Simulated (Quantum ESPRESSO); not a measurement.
Cl:

```
CELL_PARAMETERS angstrom
3.14500 -2.25000 0.00000
3.14500 2.25000 0.00000
0.00000 0.00000 8.21000
ATOMIC_POSITIONS crystal
Cl 0.37000 0.63000 0.40000
Cl 0.13000 0.87000 0.90000
Cl 0.63000 0.37000 0.60000
Cl 0.87000 0.13000 0.10000
```

Program: Quantum ESPRESSO 7.5. Alike in all runs: task dielectric tensor; no spin polarisation; cell as given; k mesh 6 × 6 × 2, shifted; smearing fermi-dirac 0.05 eV.

Problem. Order these runs on this cell by their pressure, lowest first.
A. level BLYP; potentials or basis PseudoDojo 0.4.1 SR PBE standard; cutoff (eV) 789
B. level WC; potentials or basis PseudoDojo 0.4.1 SR PBE standard; cutoff (eV) 789
C. level LDA; potentials or basis PseudoDojo 0.4.1 SR LDA standard; cutoff (eV) 762; form of the LDA correlation PW92

Solution. C (-2.5 GPa), B (-0.5 GPa), A (2.5 GPa).

Caveats: the potentials were made for another functional, which shifts forces and pressure (some runs).

Runs at the PBE level aren't shown here.
